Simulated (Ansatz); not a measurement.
## TaN: a vibration from a frozen displacement

Theory: DFT r2SCAN, scalar-relativistic, plane waves, PAW (Ansatz 0.2.0). The runs took a 500 eV cutoff, a Γ-centred 18×18×16 mesh and Gaussian smearing (0.15 eV). Spin–orbit coupling is left out, which matters for the heavy elements here. No spin polarisation. Energies are free energies at this smearing, counted from the undisturbed cell; pressure is positive in compression.

The undisturbed cell (as given, not relaxed at this level; it stands at -0.2 GPa; this form isn't the usual structure):

```yaml
crystal:
  lattice:
    - [2.93800, 0.00000, 0.00000]
    - [-1.46900, 2.54438, 0.00000]
    - [0.00000, 0.00000, 2.88300]
  atoms:
    - { symbol: Ta, position: [0.33333, 0.66667, 0.50000] }
    - { symbol: N, position: [0.00000, 0.00000, 0.00000] }
```

Every N atom is moved by x along the Cartesian unit vector (0.577, 0.577, 0.577); the cell and all other atoms stay fixed. The cell's volume is 21.55 Å³; the moved atoms weigh 14.007 u together and the others 180.948 u.

```csv
x (Å),ΔE (meV/cell),total force on the moved atoms along the move (eV/Å),pressure (GPa)
-0.1000,69.91,1.4162,1.4429
-0.0500,17.29,0.6947,0.1762
0.0000,0.00,0.0000,-0.2392
0.0250,4.28,-0.3421,-0.1370
0.0750,38.42,-1.0234,0.6739
0.1000,68.27,-1.3650,1.3776
```

What frequency belongs to this motion?

The force constant is k = −dF/dx = 13.753 eV/Å², from the parabola through x = -0.0500, 0 and 0.0250. In every cell the moved atoms swing against the rest, so the mass is μ = m₁m₂/(m₁ + m₂) = 13.001 u, and ν̃ = 521.5 cm⁻¹ × √(|k|/μ) = 536 cm⁻¹. The pattern needn't be a normal mode: ν̃² is then a weighted mean of the squared nonzero frequencies at the zone centre of this cell, so it lies between the lowest and the highest of them.

How far does the harmonic law reach?

At x = -0.100 Å, kx²/2 = 68.77 meV against the computed 69.91 meV (+1.7 %): the well is still close to harmonic there.

In a metal these slopes depend on the k mesh and the smearing.

The restoring force for this motion is strong, as expected where Ta 5d and N 2p states form directional covalent bonds within a metal. The light N atom carries most of the motion, which places the frequency high, at 536 cm⁻¹. The small departure from the parabola is mainly odd in x: the well is steeper on the negative side, where the in-plane part of the move carries N more directly towards a column of Ta atoms, and softer on the positive side, where it heads between two columns. The mirror plane through N forbids such a cubic term for a purely axial move. Pressure rises for displacements of either sign, so the force constant should grow on compression, the usual sign for bonds pushed up their repulsive wall. The chosen direction mixes the in-plane optical doublet with the axial mode, so their splitting remains unresolved. The positive curvature shows stability against this uniform sublattice shift only, not against distortions at other wave vectors.
